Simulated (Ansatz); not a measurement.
Input of an Ansatz 0.2.0 run:

File input.yaml:

```yaml
crystal:
  lattice:
    - [-1.9111067713, 1.9111067713, 4.2806687947]
    - [1.9111067713, -1.9111067713, 4.2806687947]
    - [1.9111067713, 1.9111067713, -4.2806687947]
  atoms:
    - { symbol: Ti, position: [0.0, 0.0, 0.0] }
    - { symbol: Al, position: [0.25, 0.75, 0.5] }
    - { symbol: Al, position: [0.75, 0.25, 0.5] }
    - { symbol: Al, position: [0.5, 0.5, 0.0] }
hamiltonian:
  xc: rpbe
  pseudopotentials: { kind: paw }
  dispersion: d4
kpoints:
  mp_grid: { grid: [10, 10, 10] }
scf:
  occupations: { method: fermi_dirac, width: 0.05 }
output:
  forces: true
  stress: true
  eigenvalues: true
  write_density: true
  write_potential: true
  elf: true
  volumetric_format: npy
relax:
  f_tol: 0.01
  max_steps: 40
  cell: { stress_tol: 0.05 }
```

Potentials or basis: Ansatz PAW.

Run with:

```sh
$ ansatz run input.yaml --threads 2 --pin off --max-ram 5632MiB --backend cpu --events-out ev --progress --plain --runs-dir out
```

Task: What does it give for the space group after relaxing (to 0.05 Å)?

Result: I4/mmm (No. 139).

Task: Estimate the relaxed cell.

Result: a = 5.032 Å, b = 5.032 Å, c = 5.032 Å, α = 135.57°, β = 135.57°, γ = 64.65°.

Step by step:
| step | energy change (eV) | largest force (eV/Å) | volume (Å³) |
| --- | --- | --- | --- |
| 1 | 0.0000 | 0.0000 | 62.54 |
| 2 | -0.0046 | 0.0000 | 61.14 |
| 3 | -0.0059 | 0.0000 | 61.57 |
| 4 | -0.0055 | 0.0000 | 61.57 |

Caveat: the plane-wave basis is chosen anew once the cell has moved, so the energies of steps on either side of that aren't comparable; pairwise dispersion overbinds metals, which lowers pressure and volume; the PAW data sets come from PBE, with cores solved anew for the run's functional, which leaves a small shift of forces and pressure.
